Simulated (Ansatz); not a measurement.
# hcp against bcc along the 4d metals

All numbers below come from Ansatz 0.2.0, DFT, RPBE, plane waves (420 eV) with PAW, scalar-relativistic. The PAW files were generated under PBE, with cores re-solved for the functional.

Each structure is relaxed within its symmetry, in the lowest magnetic state of the tried starts. Differences under about 8 meV lie within the error of the k-point mesh.

| element | E(hcp) − E(bcc) (meV/atom) | V(hcp) (Å³/atom) | V(bcc) (Å³/atom) | state of hcp | state of bcc |
| --- | --- | --- | --- | --- | --- |
| Y | -118 | 34.21 | 34.45 | spin not included | spin not included |
| Zr | -95 | 23.95 | 23.53 | non-magnetic | spin not included |
| Nb | 287 | 19.03 | 18.44 | spin not included | spin not included |
| Mo | 436 | 16.35 | 16.03 | spin not included | spin not included |
| Ru | -612 | 13.97 | 14.48 | non-magnetic | spin not included |
| Rh | -299 | 14.39 | 14.79 | spin not included | spin not included |
| Pd | -14 | 15.89 | 15.90 | ferromagnetic | non-magnetic |
| Ag | -27 | 18.75 | 18.90 | spin not included | spin not included |
| Cd | -42 | 24.54 | 24.97 | spin not included | spin not included |
